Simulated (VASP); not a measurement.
Set up this calculation in VASP 6.6.1, as the native input.

```
Task                   : relaxation of shape and atoms at fixed volume
Functional             : PBE
Potentials or basis    : VASP PAW PBE potentials, release 64 (Hf_pv)
Cutoff                 : 600 eV
k mesh                 : 15 × 15 × 7
Occupations            : methfessel-paxton, width 0.1 eV
Spin                   : no spin polarisation
Further INCAR settings : ALGO = Normal; EDIFF = 1e-07; IBRION = 2; EDIFFG = -0.01; NSW = 40; ISIF = 4
```

The structure of Hf lies in POSCAR:

```
Hf                                      
1.0
    3.1792400863      0.0000000000      0.0000000000
   -1.5896200432      2.7533026796      0.0000000000
    0.0000000000      0.0000000000      5.0230921900
  Hf            
     2
Direct
     0.3333333332999970    0.6666666667000030    0.2500000000000000
     0.6666666667000030    0.3333333332999970    0.7500000000000000
```

The cell isn't the ideal one: a relaxed cell with its volume scaled by 0.98.

These files were run (other wordings do the same):

INCAR

```
SYSTEM = Hf
ALGO = Normal
EDIFF = 1E-7
EDIFFG = -0.01
ENCUT = 600
GGA = PE
IBRION = 2
ISIF = 4
ISMEAR = 1
LASPH = .TRUE.
LCHARG = .FALSE.
LREAL = .FALSE.
LWAVE = .FALSE.
NELM = 80
NSW = 40
PREC = Accurate
SIGMA = 0.1
```

KPOINTS

```
k-points
0
G
  15 15 7
  0 0 0
```

Potentials or basis: VASP PAW PBE potentials, release 64 (Hf_pv).

Command:

```sh
$ cat potpaw_PBE.64/Hf_pv/POTCAR > POTCAR
$ mpirun -np 1 vasp_std > vasp.out
```

It gave:

```
Pressure after relaxing : 2.3 GPa
Band gap on the k mesh  : none (metal or under the smearing width)
```

Caveat: the relaxation stopped at its first step, so nothing moved.

Wall time 73 s on 1 thread of Intel(R) Xeon(R) Platinum 8259CL CPU @ 2.50GHz (Skylake/Cascade Lake) (shared host), peak memory 0.22 GiB.
